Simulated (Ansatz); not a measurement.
TaN: computed properties

Theory: DFT PBE, scalar-relativistic, plane waves, PAW in Ansatz.

Cutoff 420 eV; k points 18×18×8 on the computed 4-atom cell (Γ-centred); Gaussian smearing, width 0.10 eV; no spin polarisation.

The structure is relaxed at this level of theory with its symmetry kept. This form isn't the usual stable structure of the compound.

```cif
data_structure
_symmetry_space_group_name_H-M 'P 1'
_symmetry_Int_Tables_number 1
_cell_length_a 2.9171
_cell_length_b 2.9171
_cell_length_c 5.9150
_cell_angle_alpha 90.000
_cell_angle_beta 90.000
_cell_angle_gamma 120.000
_cell_volume 43.59
loop_
_atom_site_label
_atom_site_type_symbol
_atom_site_fract_x
_atom_site_fract_y
_atom_site_fract_z
_atom_site_occupancy
Ta1 Ta 0.00000 0.00000 0.00000 1
Ta2 Ta 0.00000 0.00000 0.50000 1
N1 N 0.33333 0.66667 0.25000 1
N2 N 0.66667 0.33333 0.75000 1
```

```json
{
  "Space group": "P6_3/mmc (No. 194)",
  "Volume per atom": "10.90 Å³",
  "Formation energy from the elements' standard states (uncorrected)": "-0.917 eV/atom",
  "Kohn–Sham band gap": "none (metal)",
  "Density of states at the Fermi level": "0.88 states/eV per cell",
  "Löwdin character within 0.5 eV of the Fermi level": "Ta 5d 83 %, N 2p 13 %",
  "Bulk modulus": "325 GPa",
  "Its pressure derivative": "4.3",
  "Bader charges (e)": "Ta (2 in the cell) 1.65, N (2 in the cell) -1.65"
}
```

Spin-orbit coupling is left out, which matters for the bands of heavy elements.